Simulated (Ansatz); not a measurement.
# 1T-PtSTe monolayer in a perpendicular field, part 2 of 3

Wanted: the out-of-plane response of the 1T-PtSTe monolayer. A positive field points along +c.

Ansatz 0.2.0; plane-wave DFT, PBEsol-D3(BJ), Ansatz PAW (the session's first sound run).

So far. Step 2 (Relaxation): The lattice constant a goes from 3.795 to 3.720 Å.

## 3. Atoms held, field 0

A sawtooth potential applies the field, turning back in the middle of the vacuum. With the dipole correction the typed value is the field outside the slab. The induced dipole is small, so the SCF threshold is tight.

The cell differs from the one that the last finished run ended in (c 35.638 → 20.642 Å).

The input, input.yaml:

```yaml
crystal:
  lattice:
    - [3.7201473323, 0.0, 0.0]
    - [-1.8600736661, 3.2217420956, 0.0]
    - [0.0, 0.0, 20.6423493926]
  atoms:
    - { symbol: Te, position: [0.6666666667, 0.3333333333, 0.4359968833] }
    - { symbol: Pt, position: [0.0, 0.0, 0.5065051444] }
    - { symbol: S, position: [0.3333333333, 0.6666666667, 0.5640031167] }
kpoints:
  mp_grid: { grid: [12, 12, 1] }
  band_path:
    path: [[0, 0, 0], [0.5, 0, 0], [0.33333333, 0.33333333, 0], [0, 0, 0]]
    npoints: 16
hamiltonian:
  xc: pbesol
  dispersion: d3bj
scf:
  occupations: { method: fermi_dirac, width: 0.02585 }
  convergence: { dr2_threshold: 1.0e-10 }
efield:
  axis: 3
  dipole_correction: true
  ramp_position: 0.97
  ramp_width: 0.06
  amplitude: 0
output:
  dos: { projected: true, e_range: [-6, 5] }
  bader: true
  write_potential: true
  write_density: true
  volumetric_format: npy
  elf: true
```

Command:

```console
> ansatz run input.yaml --threads 2 --pin off --max-ram 3072MiB --backend cpu --events-out ev --progress --plain --runs-dir out
```

Numbers of over 12 decimals in the logs are rounded to 6 here.

Log:

```text
[...]
Crystal: 3 atoms, lattice volume = 247.406 Å³
Basis set: ecut = 420 eV, 4893 PW (Γ)
Bands: 24, of which v1, the nominal top of the filled ones, is band 20 counted from 1 (19 counted from 0)
Symmetry: 6 space group operations
[...]
k-points: 19 of 144 (time reversal used)
[...]
SCF iter   1: F=—  HF=-20171.776259 eV  |F-HF|=—  |Δ(HF+E_count)|=         —  Δρ=2.89e-3  dr2=4.92e-2  ethr=1.77e-3  p=-0.099 e·Å  D=-7.27e-2 V/Å  ΔV_dip=1.50 eV  dr2_dipole=6.23e-3  V_vac-E_F(+/−)=5.88/4.38 eV  ⟨swp⟩=10.3  Hψ=2761  notcnv=0
efield: sawtooth ramp at fractional position 0.9700 (set: `efield.ramp_position`, or a place that a band, a saddle search or an elastic batch's reference lends), width 0.0600; the density the first Hamiltonian is built on has a dipole p = -0.099 e·Å; the dipole correction subtracts the counter field D = -7.27e-2 V/Å, which shifts the + side's vacuum level by +1.50 eV against the − side's; the planar-averaged density in the ramp window peaks in size at 7.4e-6 e/Å³
[...]
SCF iter   2: F=—  HF=-20171.781362 eV  |F-HF|=—  |Δ(HF+E_count)|=   5.10e-3  Δρ=2.15e-3  dr2=1.15e-1  ethr=1.23e-4  p=-0.076 e·Å  D=-5.58e-2 V/Å  ΔV_dip=1.15 eV  dr2_dipole=2.64e-2  V_vac-E_F(+/−)=5.72/4.57 eV  ⟨swp⟩=3.4  Hψ=900  notcnv=0
[...]
SCF iter  12: F=-20171.770382 eV  HF=-20171.770382 eV  |F-HF|=0.00e0  |Δ(HF+E_count)|=  4.37e-11  Δρ=4.78e-8  dr2=1.06e-11  ethr=1.00e-12  p=-0.097 e·Å  D=-7.12e-2 V/Å  ΔV_dip=1.47 eV  dr2_dipole=1.51e-12  V_vac-E_F(+/−)=5.80/4.34 eV  ⟨swp⟩=2.9  Hψ=974  notcnv=0
SCF 1 converged in 12 iterations: F = -20171.770382 eV  dr2 = 1.06e-11
[...]
NSCF: frozen V_eff on 49 k-points
efield: sawtooth ramp at fractional position 0.9700 (kept from the solve that this one continues, or follows in the run), width 0.0600; the density the first Hamiltonian is built on has a dipole p = -0.097 e·Å; the dipole correction subtracts the counter field D = -7.12e-2 V/Å, which shifts the + side's vacuum level by +1.47 eV against the − side's; the planar-averaged density in the ramp window peaks in size at 2.6e-6 e/Å³
WARN: The output density's exchange-correlation potential varies sharply where the density is thin. Do not read a vacuum level from v_tot or v_xc, or from such a field of the output density. On a cell that repeats whose density bears no net charge and no dipole along the vacuum's axis use v_es (v_loc + v_h of the components); under efield.dipole_correction with no amplitude use v_es + v_field, which holds any externa [...]
SCF converged after 12 iterations
Free energy (F): -20171.770382 eV
[...]
Internal energy: -20171.770382 eV  (E = F + TS)
E sigma→0 (E₀):  -20171.770382 eV
Fermi energy:    -0.577625 eV
Dipole field:    D = -0.071166 V/Å  (p = -0.097302 e·Å, saw-weighted, corrected)
Work function:   Φ+ = 5.8042 eV   Φ− = 4.3351 eV
Levels:          The Fermi level and band energies are counted from a zero that moves with the ramp; work functions are not
[...]
--- Band table (eV; the first three rows and the last of 19) ---
  k-point 0: bands = [... 16 lower, -2.8844, -1.5385, -1.0226, -1.0226, 2.0192, 2.0192, 2.9246, 3.9444]
  k-point 1: bands = [... 16 lower, -2.9535, -1.6366, -1.0492, -1.0398, 1.4359, 1.8694, 3.1219, 4.1841]
  k-point 2: bands = [... 16 lower, -3.2424, -1.7810, -1.1643, -1.0430, 0.4918, 1.6024, 3.5426, 4.5577]
  k-point 18: bands = [... 16 lower, -4.2601, -3.2678, -2.5061, -2.0623, -0.1901, 1.1604, 4.1159, 5.9645]
--- Bader charges: 3 sites ---
  site symbol  charge [e]  shift [e]
     0     Te      0.3183     0.0017
     1     Pt     -0.0562     0.0058
     2      S     -0.2620     0.0041
  estimated error of the sums over rays = 5.7e-4 e
```

The job ended after 35 s (2 threads of Intel Xeon Platinum 8259CL at 2.50GHz (Skylake/Cascade Lake), shared host; peak memory 0.75 GiB; 69 s of CPU time).

In the SCF lines HF is the Harris–Foulkes energy and dr2 the Hartree energy of the density residual, in eV; the loop may stop once dr2 is under the threshold and the program's other checks hold. Hψ counts applications of the Hamiltonian.

This step gave:

* dipole along the normal: -0.09730 e·Å
* gap along the path: 0.8200 eV
* smallest direct gap along the path: 1.301 eV
* step between the vacuum levels: 1.469 eV
* ionisation energy, upper face: 6.237 eV
* electron affinity, upper face: 5.417 eV
* ionisation energy, lower face: 4.768 eV
* gap, the smaller of path and mesh: 0.8200 eV

Running mean over a fixed 2.7 Å (it still follows the layers) of the planar mean; the ramp of the sawtooth is left out. Electron's electrostatic potential energy less the Fermi level against z:

z (Å), electron's electrostatic potential energy less the Fermi level (eV) and a bar from the least value:
```
     2.87       4.34 ###########################
     3.30       4.34 ###########################
     3.73       4.33 ###########################
     4.01       4.33 ###########################
     4.44       4.33 ###########################
     4.87       4.33 ###########################
     5.30       4.32 ###########################
     5.73       4.29 ###########################
     6.02       4.24 ###########################
     6.45       4.03 ##########################
     6.88       3.35 #########################
     7.31       2.22 ######################
     7.74       1.43 #####################
     8.17       0.30 ##################
     8.46      -0.93 ################
     8.89      -3.24 ###########
     9.32      -5.65 ######
     9.75      -7.11 ###
    10.18      -7.88 #
    10.46      -8.40 
    10.89      -8.34 
    11.32      -6.62 ####
    11.75      -3.94 #########
    12.18      -1.08 ###############
    12.47       0.59 ###################
    12.90       2.65 #######################
    13.33       4.32 ###########################
    13.76       5.37 #############################
    14.19       5.69 ##############################
    14.62       5.77 ##############################
    14.91       5.79 ##############################
    15.34       5.80 ##############################
    15.77       5.80 ##############################
    16.20       5.80 ##############################
    16.63       5.80 ##############################
    16.92       5.80 ##############################
    17.35       5.80 ##############################
    17.78       5.80 ##############################
```

The density of states has structure finer than the step of the table below, so its rows give means over 0.2 eV, whole bins alone (the curve runs from -6 to 2.38 eV). Peaks (eV: height): -5.97: 10.4, -5.61: 9.64, -5.12: 7.87, -3.02: 26.4, -0.46: 29.8, 0.92: 8.04, 1.77: 10.4.

Table of density of states by energy, zero at the Fermi level of the run, which the smearing sets inside the gap; means over each step:

energy (eV), density of states (states/eV a cell) and a bar:
```
     -5.8        1.9 ########
     -5.6        7.3 ##############################
     -5.4        3.3 ##############
     -5.2        4.9 ####################
     -5.0        2.6 ###########
     -4.8        0.1 
     -4.6        3.7 ###############
     -4.4        4.2 #################
     -4.2        1.5 ######
     -4.0        4.6 ###################
     -3.8        3.5 ##############
     -3.6        1.3 #####
     -3.4        1.5 ######
     -3.2        1.5 ######
     -3.0        7.0 #############################
     -2.8        3.0 ############
     -2.6        2.1 #########
     -2.4        1.5 ######
     -2.2        3.1 #############
     -2.0        2.9 ############
     -1.8        1.6 #######
     -1.6        2.2 #########
     -1.4        3.5 ##############
     -1.2        3.1 #############
     -1.0        2.1 #########
     -0.8        1.8 #######
     -0.6        2.1 #########
     -0.4        4.8 ####################
     -0.2        0.0 
      0.0        0.0 
      0.2        0.0 
      0.4        0.5 ##
      0.6        1.0 ####
      0.8        2.4 ##########
      1.0        2.8 ############
      1.2        1.3 #####
      1.4        1.4 ######
      1.6        2.4 ##########
      1.8        5.0 #####################
      2.0        2.6 ###########
      2.2        0.7 ###
```

Projected DOS per atom over height of the atomic layer and energy from the Fermi level. Layers: Te Pt S from below.

Ten even steps from '0' (0.00 states/eV) to '9' (3.04 states/eV), each cell a mean:
```
100
533
211
222
111
000
000
113
112
324
222
332
221
261
180
030
192
152
141
352
293
383
```
Columns: height of the atomic layer (Å) from 9 to 11.6 (not evenly spaced); rows upwards: energy from the Fermi level (eV) from -5.96 to 2.32.

Electronic bands along the path, in eV, zero at the Fermi level of the run, which the smearing sets inside the gap:

```
  point  band 17  band 18  band 19  band 20  band 21  band 22  band 23  band 24
      Γ    -2.31    -0.96    -0.45    -0.45     2.60     2.60     3.50     4.52
halfway    -2.95    -1.47    -0.93    -0.72     0.72     2.04     4.58     4.71
      M    -3.14    -2.75    -2.39    -1.92     1.75     2.13     3.57     5.13
halfway    -3.36    -2.87    -2.11    -1.45     0.91     1.84     4.28     6.46
      K    -3.68    -2.69    -1.93    -1.48     0.39     1.74     4.69     6.54
halfway    -3.02    -1.64    -1.45    -0.52     0.96     1.29     4.93     5.46
      Γ    -2.31    -0.96    -0.45    -0.45     2.60     2.60     3.50     4.52
```

ELF in the ca plane at fractional y = 0.000, with atoms of Pt within 0.2 Å of it. It is the smooth field of the valence electrons, not physical close to the nuclei.

Values, 6 rows by 16 columns, each cell a mean:
```
0.00 0.00 0.00 0.00 0.00 0.01 0.07 0.26 0.55 0.50 0.17 0.02 0.00 0.00 0.00 0.00
0.00 0.00 0.00 0.00 0.01 0.11 0.38 0.46 0.35 0.33 0.35 0.12 0.01 0.00 0.00 0.00
0.00 0.00 0.00 0.00 0.02 0.29 0.66 0.50 0.30 0.40 0.63 0.36 0.04 0.00 0.00 0.00
0.00 0.00 0.00 0.00 0.02 0.24 0.61 0.51 0.32 0.38 0.57 0.29 0.03 0.00 0.00 0.00
0.00 0.00 0.00 0.00 0.01 0.06 0.25 0.39 0.39 0.35 0.25 0.06 0.01 0.00 0.00 0.00
0.00 0.00 0.00 0.00 0.00 0.01 0.05 0.25 0.61 0.57 0.18 0.01 0.00 0.00 0.00 0.00
```
Columns run along c (16.0 Å, from fractional 0.08 to 0.86 of the cell), rows up along a (3.7 Å). Atoms in or near the plane, at fractional coordinates: Pt at (0.51, 0.00).

Electrostatic potential energy in the ca plane at fractional y = 0.000, with atoms of Pt within 0.2 Å of it. With pseudopotentials it is smooth inside the atoms' cores, unlike the true potential.

Ten even steps from '0' (-41 eV) to '9' (5 eV), each cell a mean:
```
99999999999999999840000489999999999999999999
99999999999999999872003799999999999999999999
99999999999999988887667899999999999999999999
99999999999999887788888889999999999999999999
99999999999999876678998888999999999999999999
99999999999999876678998888999999999999999999
99999999999999988888888899999999999999999999
99999999999999998875325899999999999999999999
99999999999999999850000689999999999999999999
99999999999999999830000489999999999999999999
```
Columns run along c (16.0 Å, from fractional 0.15 to 0.92 of the cell; values clipped at the 3rd and 97th percentile), rows up along a (3.7 Å). Atoms in or near the plane, at fractional coordinates: Pt at (0.51, 0.00).

Valence density in the ca plane at fractional y = 0.000, with atoms of Pt within 0.2 Å of it. It is the smooth field of the valence electrons, not physical close to the nuclei.

Ten steps, logarithmic in the rise over the least value, from '0' (0 e/Å³) to '9' (11 e/Å³), each cell a mean:
```
00000000000000000001236899631000000000000000
00000000000000000001234677421000000000000000
00000000000000000012223444321100000000000000
00000000000000000122332222222110000000000000
00000000000000000123332222222210000000000000
00000000000000000122332222222110000000000000
00000000000000000112223333222100000000000000
00000000000000000011234565421100000000000000
00000000000000000001235898631000000000000000
00000000000000000001247999741000000000000000
```
Columns run along c (16.0 Å, from fractional 0.08 to 0.86 of the cell), rows up along a (3.7 Å). Atoms in or near the plane, at fractional coordinates: Pt at (0.51, 0.00).

The gap is 0.82 eV, with the valence edge 6.24 eV and the conduction edge 5.42 eV under the upper vacuum level. Spin-orbit coupling, left out in this run, matters for the bands of elements this heavy.

## 4. Single point, field 0.05 V/Å

Changes to input.yaml since step 3:

```diff
@@ -25,6 +25,4 @@
   ramp_width: 0.06
-  amplitude: 0
+  amplitude: 0.05
 output:
-  dos: { projected: true, e_range: [-6, 5] }
-  bader: true
   write_potential: true
@@ -32,2 +30 @@
   volumetric_format: npy
-  elf: true
```

Log:

```text
[...]
Crystal: 3 atoms, lattice volume = 247.406 Å³
Basis set: ecut = 420 eV, 4893 PW (Γ)
Bands: 24, of which v1, the nominal top of the filled ones, is band 20 counted from 1 (19 counted from 0)
Symmetry: 6 space group operations
[...]
k-points: 19 of 144 (time reversal used)
[...]
--- Band table (eV; the first three rows and the last of 19) ---
  k-point 0: bands = [... 16 lower, -2.8977, -1.5421, -1.0300, -1.0300, 2.0104, 2.0104, 2.8520, 3.8249]
  k-point 1: bands = [... 16 lower, -2.9655, -1.6442, -1.0541, -1.0472, 1.4272, 1.8606, 3.0364, 4.0538]
  k-point 2: bands = [... 16 lower, -3.2520, -1.7928, -1.1718, -1.0468, 0.4830, 1.5937, 3.4399, 4.4627]
  k-point 18: bands = [... 16 lower, -4.2685, -3.2745, -2.5162, -2.0687, -0.1998, 1.1526, 4.0990, 5.9341]
[key lines of the parts left out:]
SCF converged after 13 iterations
Free energy (F): -20171.765932 eV
Fermi energy:    -0.584981 eV
Dipole field:    D = -0.059008 V/Å  (p = -0.080678 e·Å, saw-weighted, corrected)
```

Run time: 14 s. Hardware: 2 threads; peak memory 0.7 GiB; 28 s of CPU time.

The dipole is -0.0807 e·Å, 0.0166 e·Å from its value without field, and the gap 0.815 eV.

## 5. Single point, field -0.05 V/Å

Changes to input.yaml since step 4:

```diff
@@ -25,3 +25,3 @@
   ramp_width: 0.06
-  amplitude: 0.05
+  amplitude: -0.05
 output:
```

Log:

```text
[...]
Crystal: 3 atoms, lattice volume = 247.406 Å³
Basis set: ecut = 420 eV, 4893 PW (Γ)
Bands: 24, of which v1, the nominal top of the filled ones, is band 20 counted from 1 (19 counted from 0)
Symmetry: 6 space group operations
[...]
k-points: 19 of 144 (time reversal used)
[...]
--- Band table (eV; the first three rows and the last of 19) ---
  k-point 0: bands = [... 16 lower, -2.8713, -1.5353, -1.0155, -1.0155, 2.0278, 2.0278, 2.9887, 4.0525]
  k-point 1: bands = [... 16 lower, -2.9417, -1.6294, -1.0445, -1.0326, 1.4444, 1.8780, 3.1985, 4.3023]
  k-point 2: bands = [... 16 lower, -3.2331, -1.7695, -1.1570, -1.0396, 0.5002, 1.6109, 3.6366, 4.6214]
  k-point 18: bands = [... 16 lower, -4.2519, -3.2614, -2.4962, -2.0563, -0.1807, 1.1678, 4.1323, 5.9937]
[key lines of the parts left out:]
SCF converged after 14 iterations
Free energy (F): -20171.775662 eV
Fermi energy:    -0.570533 eV
Dipole field:    D = -0.083314 V/Å  (p = -0.113911 e·Å, saw-weighted, corrected)
```

Elapsed: 15 s, on 2 threads; peak memory 0.69 GiB; 29 s of CPU time.

The dipole is -0.114 e·Å, -0.0166 e·Å from its value without field, and the gap 0.825 eV.

## 6. Single point, field 0.1 V/Å

Changes to input.yaml since step 5:

```diff
@@ -25,3 +25,3 @@
   ramp_width: 0.06
-  amplitude: -0.05
+  amplitude: 0.1
 output:
```

Log:

```text
[...]
Crystal: 3 atoms, lattice volume = 247.406 Å³
Basis set: ecut = 420 eV, 4893 PW (Γ)
Bands: 24, of which v1, the nominal top of the filled ones, is band 20 counted from 1 (19 counted from 0)
Symmetry: 6 space group operations
[...]
k-points: 19 of 144 (time reversal used)
[...]
--- Band table (eV; the first three rows and the last of 19) ---
  k-point 0: bands = [... 16 lower, -2.9114, -1.5460, -1.0377, -1.0377, 2.0012, 2.0012, 2.7692, 3.6947]
  k-point 1: bands = [... 16 lower, -2.9779, -1.6521, -1.0594, -1.0549, 1.4181, 1.8515, 2.9407, 3.9127]
  k-point 2: bands = [... 16 lower, -3.2620, -1.8049, -1.1796, -1.0509, 0.4739, 1.5846, 3.3273, 4.3360]
  k-point 18: bands = [... 16 lower, -4.2773, -3.2815, -2.5267, -2.0754, -0.2098, 1.1445, 4.0816, 5.9025]
[key lines of the parts left out:]
SCF converged after 13 iterations
Free energy (F): -20171.762314 eV
Fermi energy:    -0.592607 eV
Dipole field:    D = -0.046837 V/Å  (p = -0.064038 e·Å, saw-weighted, corrected)
```

The job ended after 15 s (2 threads; peak memory 0.69 GiB; 30 s of CPU time).

The dipole is -0.0640 e·Å, 0.0333 e·Å from its value without field, and the gap 0.809 eV.

## 7. Atoms held, field 0.2 V/Å

Changes to input.yaml since step 6:

```diff
@@ -25,3 +25,3 @@
   ramp_width: 0.06
-  amplitude: 0.1
+  amplitude: 0.2
 output:
```

Log:

```text
[...]
Crystal: 3 atoms, lattice volume = 247.406 Å³
Basis set: ecut = 420 eV, 4893 PW (Γ)
Bands: 24, of which v1, the nominal top of the filled ones, is band 20 counted from 1 (19 counted from 0)
Symmetry: 6 space group operations
[...]
k-points: 19 of 144 (time reversal used)
[...]
--- Band table (eV; the first three rows and the last of 19) ---
  k-point 0: bands = [... 16 lower, -2.9398, -1.5548, -1.0541, -1.0541, 1.9819, 1.9819, 2.5652, 3.4112]
  k-point 1: bands = [... 16 lower, -3.0037, -1.6689, -1.0714, -1.0709, 1.3990, 1.8323, 2.7116, 3.6099]
  k-point 2: bands = [... 16 lower, -3.2828, -1.8300, -1.1963, -1.0601, 0.4547, 1.5655, 3.0675, 4.0296]
  k-point 18: bands = [... 16 lower, -4.2958, -3.2964, -2.5486, -2.0898, -0.2307, 1.1273, 4.0454, 5.8352]
[key lines of the parts left out:]
SCF converged after 13 iterations
Free energy (F): -20171.757577 eV
Fermi energy:    -0.608696 eV
Dipole field:    D = -0.022455 V/Å  (p = -0.030701 e·Å, saw-weighted, corrected)
```

The job ended after 15 s (2 threads; peak memory 0.69 GiB; 30 s of CPU time).

The dipole is -0.0307 e·Å, 0.0666 e·Å from its value without field, and the gap 0.799 eV.

## 8. Single point, field 0.3 V/Å

Changes to input.yaml since step 7:

```diff
@@ -25,4 +25,6 @@
   ramp_width: 0.06
-  amplitude: 0.2
+  amplitude: 0.3
 output:
+  dos: { projected: true, e_range: [-6, 5] }
+  bader: true
   write_potential: true
@@ -30 +32,2 @@
   volumetric_format: npy
+  elf: true
```

Log:

```text
[...]
Crystal: 3 atoms, lattice volume = 247.406 Å³
Basis set: ecut = 420 eV, 4893 PW (Γ)
Bands: 24, of which v1, the nominal top of the filled ones, is band 20 counted from 1 (19 counted from 0)
Symmetry: 6 space group operations
[...]
k-points: 19 of 144 (time reversal used)
[...]
k-point 2: bands = [... 16 lower, -3.3050, -1.8565, -1.2142, -1.0708, 0.4342, 1.5452, 2.7546, 3.7109]
  k-point 18: bands = [... 16 lower, -4.3156, -3.3126, -2.5717, -2.1054, -0.2528, 1.1088, 4.0072, 5.7616]
--- Bader charges: 3 sites ---
  site symbol  charge [e]  shift [e]
     0     Te      0.2951     0.0017
     1     Pt     -0.0533     0.0058
     2      S     -0.2417     0.0041
  estimated error of the sums over rays = 5.6e-4 e
[key lines of the parts left out:]
SCF converged after 14 iterations
Free energy (F): -20171.756178 eV
Fermi energy:    -0.625948 eV
Dipole field:    D = 0.001998 V/Å  (p = 0.002732 e·Å, saw-weighted, corrected)
```

Wall time 39 s (2 threads); peak memory 0.71 GiB; 77 s of CPU time.

The dipole is 0.00273 e·Å, 0.100 e·Å from its value without field, and the gap 0.789 eV.

(Part 2 of 3 ends here.)

[Logs are printed without paths, hosts, clocks, repeated set-up lines and the standing remarks that a program may print on its own settings, such as how far it seeks lower states.]

[Hosts, paths, dates, database ids (printed as entryN), source tags and the programs' standing remarks are cut or masked in the printed files.]

[Maps of the electrostatic potential energy from Ansatz leave out the sawtooth potential of an applied field or a dipole correction, so their vacuum need not be flat; planar profiles and work functions include it.]

[The density of states shown here was stored with 400 of the rows of the run's finer table, so its peaks can read low, often by over a quarter, or be missed, and its means over a window can be off by a tenth or more.]
